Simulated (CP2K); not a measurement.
# Ag under changes of volume

One of the cells (17.048 Å³/atom); the others are scaled copies at fixed shape and fractional positions:

```
Ag
1.0
     2.88888    0.00000    0.00000
     1.44444    2.50185    0.00000
     1.44444    0.83395    2.35876
Ag
1
Direct
  0.00000 0.00000 0.00000
```

- Program: CP2K 2026.2
- Functional: LDA
- Potentials or basis: GTH_POTENTIALS Ag GTH-PADE-q11; TZVP-MOLOPT-PBE-GTH basis
- Density cutoff: 6123 eV
- k mesh: 11 × 11 × 11
- Occupations: fermi-dirac, width 0.05 eV
- Spin: no spin polarisation

| volume (Å³/atom) | energy over the lowest point (meV/atom) | pressure (GPa) |
| --- | --- | --- |
| 16.025 | 0.00 | -0.1 |
| 16.366 | ? | ? |
| 16.707 | 12.57 | -5.5 |
| 17.048 | 26.70 | -7.6 |
| 17.389 | 45.11 | -9.5 |
| 17.730 | 67.14 | -11.0 |
| 18.071 | 92.21 | -12.4 |

Problem. What does the run at 16.366 Å³/atom give?

Solution. Energy over the lowest point 3.40 meV/atom; pressure -3.0 GPa.

Worked out: A Birch-Murnaghan fit of order 3 (a polynomial in V^(-2/3)) to the other rows has its minimum at 16.02 Å³/atom, just outside them, with B0 = V·E''(V) = 149 GPa and B' = 6.1. It gives 3.38 meV/atom at 16.366 Å³/atom, against the run's 3.40, and -dE/dV = -3.0 GPa, against -3.0.

Energies are extrapolated to zero smearing.

Caveats: the basis of atomic orbitals isn't converged, which shifts pressures, moduli and gaps.
